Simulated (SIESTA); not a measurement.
Crystal: Zr.

```
Zr
1.0
     3.23200    0.00000    0.00000
    -1.61600    2.79899    0.00000
     0.00000    0.00000    5.14700
Zr
2
Direct
  0.66667 0.33333 0.75000
  0.33333 0.66667 0.25000
```

Base run:

| Quantity | Value |
| --- | --- |
| Program | SIESTA 5.4.2 |
| Functional | PBE |
| Potentials or basis | SG15 1.2 (PBE files) or PseudoDojo by element |
| Basis | DZP (energy shift 0.003 Ry; two zetas on semicore shells) |
| Grid cutoff | 800 Ry |
| Energy shift | 0.003 Ry |
| k mesh | 9 × 9 × 5 |
| Occupations | fermi-dirac, width 0.05 eV |
| Spin | no spin polarisation |

Its results: band gap on the k mesh none (metal or under the smearing width); pressure -0.2 GPa.

Task: The run is repeated on the same cell with these changes: functional from PBE to BLYP; potentials or basis from SG15 1.2 (PBE files) or PseudoDojo by element to PseudoDojo 0.4 standard (PBE files). What comes out?

Result: Band gap on the k mesh none (metal or under the smearing width); pressure 4.5 GPa.

Caveats: the basis of atomic orbitals isn't converged, which shifts pressures, moduli and gaps; the potentials were made for another functional, which shifts forces and pressure (some runs).
